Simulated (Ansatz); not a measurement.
C: equation of state with r2SCAN

**Measured values to compare with.**

“Equation of state of cubic boron nitride at high pressures and temperatures”, 2007, arxiv:cond-mat/0702656 quotes, for a bulk crystal of C: bulk modulus 444.8 ± 0.8 GPa.

Crystal: C.

```xyz
2
Lattice="0.0000 1.7834 1.7834 1.7834 0.0000 1.7834 1.7834 1.7834 0.0000" Properties=species:S:1:pos:R:3 pbc="T T T"
C     2.6751    2.6751    2.6751
C     1.7834    1.7834    1.7834
```

This isn't the form of C at room conditions, which is graphite.

```yaml
Program: Ansatz 0.2.0
Task: equation of state
Functional: r2SCAN
Potentials_or_basis: Ansatz PAW
Cutoff: 500 eV
Density_cutoff: 2000 eV
k_mesh: 13 × 13 × 13
Occupations: fermi-dirac, width 0.05 eV
Spin: no spin polarisation
```

The equilibrium volume is 5.64 Å³/atom and the bulk modulus is 451 GPa. The pressure derivative of the bulk modulus is 3.7.

Energy against volume, from the lowest point:
| volume (Å³/atom) | energy (meV/atom) |
| --- | --- |
| 5.332 | 25.85 |
| 5.445 | 9.91 |
| 5.558 | 1.51 |
| 5.672 | 0.00 |
| 5.785 | 4.75 |
| 5.899 | 15.19 |
| 6.012 | 30.83 |

All runs of the series together: 9.7 s on 2 threads of Arm Neoverse N1, with other jobs on the host.

A measured bulk modulus of C is 444.8 GPa (quoted in “Equation of state of cubic boron nitride at high pressures and temperatures”, 2007, arxiv:cond-mat/0702656); the calculated 451 GPa misses it by +1.3 %. 3 values of this kind are on record (442 to 444.8 GPa); this one was drawn at random among those near their median, those with a stated uncertainty first. The fit is for a static lattice scaled at fixed shape and fixed fractional positions. The cell as given is a measured one (5.67 Å³/atom); r2SCAN puts the equilibrium volume -0.5 % from it, thermal expansion not counted.

Caveat: the PAW data sets were made with another functional, which shifts forces and pressure a little.
